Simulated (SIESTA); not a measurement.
# Convergence study of the k-point mesh for AlSb (R3m, 2 atoms in the cell)

```
AlSb
1.0
    0.00000     3.06079     3.06079
    3.06079     0.00000     3.06079
    3.06079     3.06079     0.00000
Al Sb
1 1
Direct
  0.00472   0.00472   0.00472
  0.25000   0.25000   0.25000
```

Level of theory: GGA PBE, numerical atomic orbitals DZP, PseudoDojo PBE standard norm-conserving potentials (rewritten from UPF to PSML) in SIESTA.

Base settings: XC.functional = GGA; XC.authors = PBE; potentials = PseudoDojo PBE standard; PAO.BasisSize = DZP; PAO.EnergyShift = 0.01 Ry; MeshCutoff = 300 Ry; kgrid.MonkhorstPack = 7 7 7; OccupationFunction = FD; ElectronicTemperature = 116.05 K; MaxSCFIterations = 150.

The second cell is the first with its lattice scaled by 0.98.

Only quantities that move along the ladder and can be compared are tabulated.

Core times come from one kind of shared machine, to one figure; runs under 30 s give none.

The starting cell has typed, rounded lattice constants, without a prior relaxation at this level. Its lattice was rescaled by up to half a per cent. One atom was moved a little off its site on purpose. Spin-orbit coupling is off. Values carry the incompleteness of an atom-centred basis.

| kgrid.MonkhorstPack | free energy less the last step's (meV/atom) | energy of the compressed cell less the first (meV/atom) | pressure (GPa) | largest difference of a force vector from the last step's (eV/Å) | gap on the mesh (eV) | core time / last (rough) |
|---|---|---|---|---|---|---|
| 2 2 2 | 996.16 | 104.12 | 7.38 | 0.040 | 1.008 | – |
| 3 3 3 | 223.27 | 61.78 | 3.66 | 0.016 | 1.315 | – |
| 4 4 4 | 65.07 | 54.61 | 3.06 | 0.005 | 1.108 | – |
| 5 5 5 | 21.03 | 52.63 | 2.89 | 0.002 | 1.176 | – |
| 6 6 6 | 7.53 | 51.94 | 2.84 | 0.001 | 1.123 | – |
| 7 7 7 | 2.89 | 51.73 | 2.82 | 0.000 | 1.147 | – |
| 8 8 8 | 1.18 | 51.68 | 2.82 | 0.000 | 1.126 | – |
| 9 9 9 | 0.50 | 51.67 | 2.82 | 0.000 | 1.137 | – |
| 10 10 10 | 0.22 | 51.67 | 2.82 | 0.000 | 1.127 | – |
| 11 11 11 | 0.10 | 51.68 | 2.82 | 0.000 | 1.132 | – |
| 12 12 12 | 0.05 | 51.68 | 2.82 | 0.000 | 1.127 | 0.3 |
| 13 13 13 | 0.02 | 51.68 | 2.82 | 0.000 | 1.130 | 0.3 |
| 15 15 15 | 0.01 | 51.68 | 2.82 | 0.000 | 1.129 | 0.4 |
| 16 16 16 | 0.00 | 51.68 | 2.82 | 0.000 | 1.127 | 0.6 |
| 18 18 18 | 0.00 | 51.68 | 2.82 | 0.000 | 1.127 | 0.7 |
| 20 20 20 | 0.00 | 51.68 | 2.82 | 0.000 | 1.127 | 1 |

Coarsest kgrid.MonkhorstPack that holds the forces within 0.02 eV/Å of the last step, with all finer ones: 3 3 3; the step before is off by 0.040 eV/Å.

Coarsest kgrid.MonkhorstPack that holds the energy of the compressed cell less the first within 0.2 meV/atom of the last step, with all finer ones: 7 7 7; the step before is off by 0.25 meV/atom.

Coarsest kgrid.MonkhorstPack that holds the free energy within 2 meV/atom of the last step, with all finer ones: 8 8 8; the step before is off by 2.9 meV/atom.

The energy difference between the two cells stays within 1 meV/atom of the last step's from 5 5 5 on, the total only from 9 9 9 on: much of the error is common to both cells and cancels.

The gap on the mesh jumps up and down from mesh to mesh; it is no smooth measure of convergence.
